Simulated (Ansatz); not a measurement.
**CdS (F-43m), a sublattice moved along a line**

The calculation used DFT r2SCAN, scalar-relativistic, plane waves, PAW (Ansatz). Cutoff 500 eV, Γ-centred 8×8×8 k-points, Gaussian smearing of 0.05 eV. No spin polarisation. Energies are free energies at this smearing, counted from the undisturbed cell; pressure is positive in compression.

The undisturbed cell (as given, not relaxed at this level; it stands at 1.9 GPa; this zinc-blende form isn't the usual structure):

```
CELL_PARAMETERS angstrom
0.00000 2.91000 2.91000
2.91000 0.00000 2.91000
2.91000 2.91000 0.00000
ATOMIC_POSITIONS crystal
Cd 0.00000 0.00000 0.00000
S 0.75000 0.75000 0.75000
```

Every Cd atom is moved by x along the Cartesian unit vector (0.000, 1.000, 0.000); the cell and all other atoms stay fixed.

```tsv
x (Å)	ΔE (meV/cell)	force along x on the moved atoms (eV/Å)	pressure (GPa)	gap on the mesh (eV)
-0.2000	104.7	1.03	2.9	1.61
-0.1000	26.5	0.53	2.2	1.61
0.0000	0.0	0.00	1.9	1.61
0.0500	6.6	-0.27	2.0	1.60
0.1250	41.3	?	?	1.61
0.1500	59.3	-0.78	2.5	1.61
0.1750	?	?	2.7	1.61
```

By symmetry 0.2000 repeats -0.2000, -0.1500 repeats 0.1500, 0.1000 repeats -0.1000, -0.0500 repeats 0.0500 in energy; the slope of the energy along the path changes sign there.

**Question.** Give the withheld values.

**Answer.** force along x on the moved atoms (eV/Å) at x (Å) = 0.1250: -0.66; pressure (GPa) at x (Å) = 0.1250: 2.3; ΔE (meV/cell) at x (Å) = 0.1750: 80.4; force along x on the moved atoms (eV/Å) at x (Å) = 0.1750: -0.91.